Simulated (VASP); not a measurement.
# InP (F-43m) in VASP: further runs

The runs below take InP through single point, with PBE.

All numbers are computed with VASP 6.6.1; they aren't measurements. Logs are shortened: lines on timing, memory, paths and dates and some standing lists are left out, and cuts for length are marked.

**Measured values to compare with.**

From a printed reference work, data compilation, for a bulk crystal of InP at 1.6 K: band gap 1.4236 eV (direct).

The results are compared with them further down.

**1. Starting point**

Symmetry: F-43m, No. 216, cubic system. Conventional cell: a = 5.861 Å, b = 5.861 Å, c = 5.861 Å, α = 90.00°, β = 90.00°, γ = 90.00°. Around In (site symmetry -43m) lie 4 P at 2.54 Å. P (site symmetry -43m) is surrounded by 4 In at 2.54 Å.

**2. Single point, PBE**

File INCAR:

```
SYSTEM = InP
PREC = Accurate
ENCUT = 400
EDIFF = 1E-7
ISMEAR = 0
SIGMA = 0.02
LREAL = .False.
LASPH = .True.
NELM = 80
ALGO = Fast
ISIF = 2
LWAVE = .False.
LCHARG = .False.
GGA = PE
```

File KPOINTS:

```
Automatic mesh
0
Gamma
  8 8 8
  0 0 0
```

File POSCAR:

```
InP
1.0
    0.0000000000      2.9305000000      2.9305000000
    2.9305000000      0.0000000000      2.9305000000
    2.9305000000      2.9305000000      0.0000000000
In P
1 1
Direct
    0.0000000000      0.0000000000      0.0000000000
    0.2500000000      0.2500000000      0.2500000000
```

Potentials or basis: VASP PAW PBE potentials, release 64 (In_d, P).

Run with:

```sh
> cat potpaw_PBE.64/In_d/POTCAR potpaw_PBE.64/P/POTCAR > POTCAR
> mpirun -np 1 vasp_std > vasp.out
```

OUTCAR:

```text
SYSTEM = InP
   PREC = Accurate
   ENCUT = 400
   EDIFF = 1E-7
   ISMEAR = 0
   LREAL = .False.
   LASPH = .True.
   NELM = 80
   ISIF = 2
   GGA = PE

 ion  position               nearest neighbor table
   1  0.000  0.000  0.000-   2 2.54   2 2.54   2 2.54   2 2.54
   2  0.250  0.250  0.250-   1 2.54   1 2.54   1 2.54   1 2.54

  LATTYP: Found a face centered cubic cell.
 ALAT       =     5.8610000000

  Lattice vectors:

 A1 = (   0.0000000000,   2.9305000000,   2.9305000000)
 A2 = (   2.9305000000,   0.0000000000,   2.9305000000)
 A3 = (   2.9305000000,   2.9305000000,   0.0000000000)

Analysis of symmetry for initial positions (statically):
=====================================================================
 Subroutine PRICEL returns:
 Original cell was already a primitive cell.

 Routine SETGRP: Setting up the symmetry group for a
 face centered cubic supercell.

 Subroutine GETGRP returns: Found 24 space group operations
 (whereof 24 operations were pure point group operations)
 out of a pool of 48 trial point group operations.

The static configuration has the point symmetry T_d .

Analysis of symmetry for dynamics (positions and initial velocities):
=====================================================================
 Subroutine PRICEL returns:
 Original cell was already a primitive cell.

 Routine SETGRP: Setting up the symmetry group for a
 face centered cubic supercell.

 Subroutine GETGRP returns: Found 24 space group operations
 (whereof 24 operations were pure point group operations)
 out of a pool of 48 trial point group operations.

The dynamic configuration has the point symmetry T_d .

 Subroutine INISYM returns: Found 24 space group operations
 (whereof 24 operations are pure point group operations),
 and found     1 'primitive' translations

----------------------------------------------------------------------------------------

                                     Primitive cell

  volume of cell :      50.3333

  direct lattice vectors                    reciprocal lattice vectors
     0.000000000  2.930500000  2.930500000    -0.170619348  0.170619348  0.170619348
     2.930500000  0.000000000  2.930500000     0.170619348 -0.170619348  0.170619348
     2.930500000  2.930500000  0.000000000     0.170619348  0.170619348 -0.170619348

  length of vectors
     4.144352845  4.144352845  4.144352845     0.295521380  0.295521380  0.295521380

  position of ions in fractional coordinates (direct lattice)
     0.000000000  0.000000000  0.000000000
     0.250000000  0.250000000  0.250000000

  ion indices of the primitive-cell ions
   primitive index   ion index
                 1           1
                 2           2

----------------------------------------------------------------------------------------

 KPOINTS: Automatic mesh

Automatic generation of k-mesh.
 Grid dimensions read from file:
 generate k-points for:    8    8    8

 Generating k-lattice:

  Cartesian coordinates                     Fractional coordinates (reciprocal lattice)
    -0.021327419  0.021327419  0.021327419     0.125000000  0.000000000  0.000000000
     0.021327419 -0.021327419  0.021327419     0.000000000  0.125000000  0.000000000
     0.021327419  0.021327419 -0.021327419     0.000000000  0.000000000  0.125000000

  Length of vectors
     0.036940172  0.036940172  0.036940172

  Shift w.r.t. Gamma in fractional coordinates (k-lattice)
     0.000000000  0.000000000  0.000000000

 Subroutine IBZKPT returns following result:
 ===========================================

 Found     29 irreducible k-points:

 Following reciprocal coordinates:
            Coordinates               Weight
  0.000000  0.000000  0.000000      1.000000
  0.125000  0.000000  0.000000      8.000000
  0.250000  0.000000  0.000000      8.000000
  0.375000  0.000000  0.000000      8.000000
  0.500000  0.000000  0.000000      4.000000
  0.125000  0.125000  0.000000      6.000000
[... 16 lines left out ...]
  0.500000  0.250000  0.125000     48.000000
 -0.375000  0.250000  0.125000     24.000000
 [... further k-points ...]
   k-points           NKPTS =     29   k-points in BZ     NKDIM =     29   number of bands    NBANDS=     13
   number of dos      NEDOS =    301   number of ions     NIONS =      2
   total plane-waves  NPLWV =  21952
   dimension x,y,z NGX =    28 NGY =   28 NGZ =   28
   dimension x,y,z NGXF=    56 NGYF=   56 NGZF=   56
   ions per type =               1   1
   NGX,Y,Z   is equivalent  to a cutoff of  11.23, 11.23, 11.23 a.u.
   NGXF,Y,Z  is equivalent  to a cutoff of  22.46, 22.46, 22.46 a.u.
 SYSTEM =  InP
   PREC   = accura    normal or accurate (medium, high low for compatibility)
   ISTART =      0    job   : 0-new  1-cont  2-samecut
   ICHARG =      2    charge: 1-file 2-atom 10-const
   ISPIN  =      1    spin polarized calculation?
   LNONCOLLINEAR =      F non collinear calculations
   LSORBIT =      F    spin-orbit coupling
   LASPH  =      T    aspherical Exc in radial PAW
   ENCUT  =  400.0 eV  29.40 Ry    5.42 a.u.   6.76  6.76  6.76*2*pi/ulx,y,z
   NELM   =     80;   NELMIN=  2; NELMDL= -5     # of ELM steps
   EDIFF  = 0.1E-06   stopping-criterion for ELM
   LREAL  =      F    real-space projection
   EDIFFG = 0.1E-05   stopping-criterion for IOM
   NSW    =      0    number of steps for IOM
   IBRION =     -1    ionic relax: 0-MD 1-quasi-New 2-CG
   NFREE  =      0    steps in history (QN), initial steepest desc. (CG)
   ISIF   =      2    stress and relaxation
   ISYM   =      2    0-nonsym 1-usesym 2-fastsym
   POTIM  = 0.5000    time-step for ionic-motion
   TEBEG  =    0.0;   TEEND  =   0.0 temperature during run
   PSTRESS=    0.0 pullay stress
   NELECT =      18.0000    total number of electrons
   NUPDOWN=      -1.0000    fix difference up-down
   EMIN   =  10.00;   EMAX   =-10.00  energy-range for DOS
   EFERMI =   0.00;   METHOD = LEGACY
   ISMEAR =     0;   SIGMA  =   0.02  broadening in eV -4-tet -1-fermi 0-gaus
   EFERMI_NEDOS =   21; number of points for ismear=-14 and -15
   IALGO  =     68    algorithm
   IMIX   =      4    mixing-type and parameters
     AMIX     =   0.40;   BMIX     =  1.00
     AMIX_MAG =   1.60;   BMIX_MAG =  1.00
  volume/ion in A,a.u.               =      25.17       169.83
  Fermi-wavevector in a.u.,A,eV,Ry     =   1.162021  2.195901 18.371846  1.350293
  Thomas-Fermi vector in A             =   2.298587
   LORBIT       =      0    0 simple, 1 ext, 2 COOP (PROOUT), +10 PAW based schemes
   GGA     = PE    functional components
   LHFCALC =     F    Hartree Fock is set to
   AEXX    =    0.0000 exact exchange contribution
   IVDW    =     0    specifies the selected vdW correction
   LEPSILON=     F    determine dielectric tensor
   LRPA    =     F    only Hartree local field effects (RPA)
 non-spin polarized calculation
 RMM-DIIS sequential band-by-band and
 Gauss-broadening in eV      SIGMA  =   0.02
  energy-cutoff  :      400.00
  volume of cell :       50.33
 maximum number of plane-waves:       941
   NGX = 13   NGY = 13   NGZ = 13

 number of electron      17.9999990 magnetization

 Free energy of the ion-electron system (eV)
  ---------------------------------------------------
  ext. energy  EPLUGINS =         0.00000000
  ---------------------------------------------------
  free energy    TOTEN  =        -8.38077309 eV

  energy without entropy =       -8.38077309  energy(sigma->0) =       -8.38077309

 E-fermi :   5.2845     XC(G=0):  -9.2826

 val. band max:        5.1896673954   @ k =   0.0000   0.0000   0.0000
 cond. band min:       5.9016220286   @ k =   0.0000   0.0000   0.0000
 fundamental gap:      0.7119546332
 Fermi energy:         5.2845442220

 k-point     1 :       0.0000    0.0000    0.0000
  band No.  band energies     occupation
      1      -8.9964      2.00000
      2      -8.9964      2.00000
      3      -8.9964      2.00000
      4      -8.8444      2.00000
      5      -8.8444      2.00000
      6      -6.3277      2.00000
      7       5.1897      2.00000
      8       5.1897      2.00000
      9       5.1897      2.00000
     10       5.9016      0.00000
     11       9.2815      0.00000
     12       9.2815      0.00000
     13       9.2815      0.00000

 k-point     2 :       0.1250    0.0000    0.0000
  band No.  band energies     occupation
      1      -9.0153      2.00000
      2      -8.9889      2.00000
      3      -8.9889      2.00000
      4      -8.8442      2.00000
      5      -8.8442      2.00000
      6      -6.1492      2.00000
      7       3.6516      2.00000
      8       5.0037      2.00000
      9       5.0037      2.00000
     10       6.8444      0.00000
     11       9.4343      0.00000
     12       9.5588      0.00000
     13       9.5588      0.00000

 k-point     3 :       0.2500    0.0000    0.0000
  band No.  band energies     occupation
      1      -9.0588      2.00000
      2      -8.9730      2.00000
      3      -8.9730      2.00000
      4      -8.8416      2.00000
      5      -8.8416      2.00000
      6      -5.6506      2.00000
      7       1.7504      2.00000
      8       4.6327      2.00000
      9       4.6327      2.00000
     10       6.9857      0.00000
     11       9.9823      0.00000
     12       9.9823      0.00000
     13      10.5112      0.00000

 k-point     4 :       0.3750    0.0000    0.0000
  band No.  band energies     occupation
      1      -9.0994      2.00000
      2      -8.9610      2.00000
      3      -8.9610      2.00000
      4      -8.8349      2.00000
      5      -8.8349      2.00000
      6      -4.9834      2.00000
      7       0.1603      2.00000
      8       4.3302      2.00000
      9       4.3302      2.00000
     10       6.7810      0.00000
     11      10.0487      0.00000
     12      10.0487      0.00000
     13      11.8520      0.00000

 k-point     5 :       0.5000    0.0000    0.0000
  band No.  band energies     occupation
      1      -9.1156      2.00000
      2      -8.9574      2.00000
      3      -8.9574      2.00000
      4      -8.8306      2.00000
      5      -8.8306      2.00000
      6      -4.6032      2.00000
      7      -0.5394      2.00000
      8       4.2185      2.00000
      9       4.2185      2.00000
     10       6.6898      0.00000
     11      10.0009      0.00000
     12      10.0009      0.00000
     13      12.2925      0.00000
[... 257 lines left out ...]
 k-point    22 :       0.3750    0.2500    0.1250
  band No.  band energies     occupation
      1      -9.0969      2.00000
      2      -8.9537      2.00000
      3      -8.9473      2.00000
      4      -8.8595      2.00000
      5      -8.8291      2.00000
      6      -5.2367      2.00000
      7       1.3010      2.00000
      8       3.2106      2.00000
      9       4.1235      2.00000
     10       8.3848      0.00000
     11       8.7297      0.00000
     12      10.4349      0.00000
     13      11.3764      0.00000

 k-point    23 :       0.5000    0.2500    0.1250
  band No.  band energies     occupation
      1      -9.1207      2.00000
      2      -8.9483      2.00000
      3      -8.9327      2.00000
      4      -8.8556      2.00000
      5      -8.8287      2.00000
      6      -4.6259      2.00000
      7       0.2004      2.00000
      8       2.6444      2.00000
      9       3.7412      2.00000
     10       8.3970      0.00000
     11       9.3974      0.00000
     12      10.4815      0.00000
     13      11.8986      0.00000

 k-point    24 :      -0.3750    0.2500    0.1250
  band No.  band energies     occupation
      1      -9.1295      2.00000
      2      -8.9477      2.00000
      3      -8.9277      2.00000
      4      -8.8497      2.00000
      5      -8.8312      2.00000
      6      -4.2858      2.00000
      7      -0.3518      2.00000
      8       2.4987      2.00000
      9       3.5582      2.00000
     10       8.3624      0.00000
     11       9.3723      0.00000
     12      11.0706      0.00000
     13      12.4219      0.00000

 [... further k-points ...]

------------------------ aborting loop because EDIFF is reached ----------------------------------------

  FORCE on cell =-STRESS in cart. coord.  units (eV):
  Direction    XX          YY          ZZ          XY          YZ          ZX
  --------------------------------------------------------------------------------------
  -------------------------------------------------------------------------------------
  Total        1.0275703      1.0275703      1.0275703     -0.0000000      0.0000000     -0.0000000
  in kB       32.7089755     32.7089755     32.7089755     -0.0000000      0.0000000     -0.0000000
  external PRESSURE =      32.7089755 kB  Pullay stress =       0.0000000 kB

 VOLUME and BASIS-vectors are now :
 -----------------------------------------------------------------------------
  energy-cutoff  :      400.00
  volume of cell :       50.33
      direct lattice vectors                 reciprocal lattice vectors
     0.000000000  2.930500000  2.930500000    -0.170619348  0.170619348  0.170619348
     2.930500000  0.000000000  2.930500000     0.170619348 -0.170619348  0.170619348
     2.930500000  2.930500000  0.000000000     0.170619348  0.170619348 -0.170619348

 POSITION                                       TOTAL-FORCE (eV/Angst)
 -----------------------------------------------------------------------------------
      0.00000      0.00000      0.00000        -0.000000     -0.000000      0.000000
      1.46525      1.46525      1.46525         0.000000      0.000000     -0.000000
 -----------------------------------------------------------------------------------
    total drift:                               -0.000000     -0.000000     -0.000000

  FREE ENERGIE OF THE ION-ELECTRON SYSTEM (eV)
  ---------------------------------------------------
  free  energy   TOTEN  =        -8.3807730861 eV

  energy  without entropy=       -8.3807730861  energy(sigma->0) =       -8.38077309
```

It took 16 s on 1 thread of Intel Xeon Platinum 8488C (Sapphire Rapids), shared host; peak memory 0.15 GiB.

Results:

```
Free energy            : -8.3808 eV
Pressure               : 3.3 GPa
Band gap on the k mesh : 0.71 eV, direct
```

Caveat: spin-orbit coupling is left out, which moves the levels of the heavy elements.

**3. Single point, PBE**

Changes to INCAR since step 2:

```diff
@@ -2,3 +2,3 @@
 PREC = Accurate
-ENCUT = 400
+ENCUT = 450
 EDIFF = 1E-7
```

KPOINTS is that of step 2.

POSCAR is that of step 2.

Potentials or basis: VASP PAW PBE potentials, release 64 (In_d, P).

Run with:

```sh
> cat potpaw_PBE.64/In_d/POTCAR potpaw_PBE.64/P/POTCAR > POTCAR
> mpirun -np 1 vasp_std > vasp.out
```

It took 23 s on 1 thread of Intel Xeon Platinum 8488C (Sapphire Rapids), shared host; peak memory 0.17 GiB.

Results (log left out):

| Quantity | Value |
| --- | --- |
| Free energy | -8.3811 eV |
| Pressure | 3.3 GPa |
| Band gap on the k mesh | 0.71 eV, direct |

Levels at points of the mesh, in eV from the valence-band top:
| k point | band 7 | band 8 | band 9 | band 10 | band 11 | band 12 |
| --- | --- | --- | --- | --- | --- | --- |
| (0.00, 0.00, 0.00) | 0.00 | 0.00 | 0.00 | 0.71 | 4.09 | 4.09 |
| (0.50, 0.00, 0.00) | -5.73 | -0.97 | -0.97 | 1.50 | 4.81 | 4.81 |
| (0.50, 0.50, 0.00) | -5.75 | -2.32 | -2.32 | 1.76 | 2.27 | 9.22 |

Caveat: spin-orbit coupling is left out, which moves the levels of the heavy elements.

**4. Single point, PBE**

Changes to INCAR since step 3:

```diff
@@ -2,3 +2,3 @@
 PREC = Accurate
-ENCUT = 450
+ENCUT = 520
 EDIFF = 1E-7
```

KPOINTS is that of step 3.

POSCAR is that of step 3.

Run with:

```sh
> cat potpaw_PBE.64/In_d/POTCAR potpaw_PBE.64/P/POTCAR > POTCAR
> mpirun -np 1 vasp_std > vasp.out
```

Wall time 22 s (1 thread of Intel Xeon Platinum 8488C (Sapphire Rapids), shared host); peak memory 0.18 GiB.

Results (log left out):

| Property | Result |
| --- | --- |
| Free energy | -8.3808 eV |
| Pressure | 3.3 GPa |
| Band gap on the k mesh | 0.71 eV, direct |

Levels at points of the mesh, in eV from the valence-band top:
| k point | band 6 | band 7 | band 8 | band 9 | band 10 | band 11 | band 12 | band 13 |
| --- | --- | --- | --- | --- | --- | --- | --- | --- |
| (0.00, 0.00, 0.00) | -11.52 | 0.00 | 0.00 | 0.00 | 0.71 | 4.09 | 4.09 | 4.09 |
| (0.50, 0.00, 0.00) | -9.79 | -5.73 | -0.97 | -0.97 | 1.50 | 4.81 | 4.81 | 7.10 |
| (0.50, 0.50, 0.00) | -9.14 | -5.75 | -2.32 | -2.32 | 1.76 | 2.27 | 9.21 | 9.60 |

Caveat: spin-orbit coupling is left out, which moves the levels of the heavy elements.

(Part 1 of 2 ends here.)
